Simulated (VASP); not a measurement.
The system is CoO.

```
Co O
1.0
     2.13150    2.13150    4.26300
     2.13150   -2.13150    0.00000
     2.13150    2.13150    0.00000
Co O
2 2
Direct
  0.00000 0.00000 0.00000
  0.50000 0.50000 0.00000
  0.50000 0.00000 0.50000
  0.00000 0.50000 0.50000
```

Base run:

```yaml
Program: VASP 6.6.1
Functional: r2SCAN
Potentials_or_basis: VASP PAW PBE potentials, release 64 (Co, O)
Cutoff: 520 eV
k_mesh: 8 × 8 × 8
Occupations: fermi-dirac, width 0.05 eV
Spin: no spin polarisation
```

Its results: band gap on the k mesh none (metal or under the smearing width); pressure -25.8 GPa.

The run is repeated on the same cell with these changes: spin from no spin polarisation to collinear spin, ferromagnetic start. What comes out?

Band gap on the k mesh none (metal or under the smearing width); pressure -7.3 GPa; net moment 6.00 μB per cell; site moments Co +2.69; O +0.29 μB.

Caveats: the PAW data sets were made with another functional, which shifts forces and pressure a little; semilocal functionals often make such compounds metallic where correlation or magnetic order opens a gap, which also shifts bond lengths; the real-space grid breaks the cell's symmetry a little (some runs).
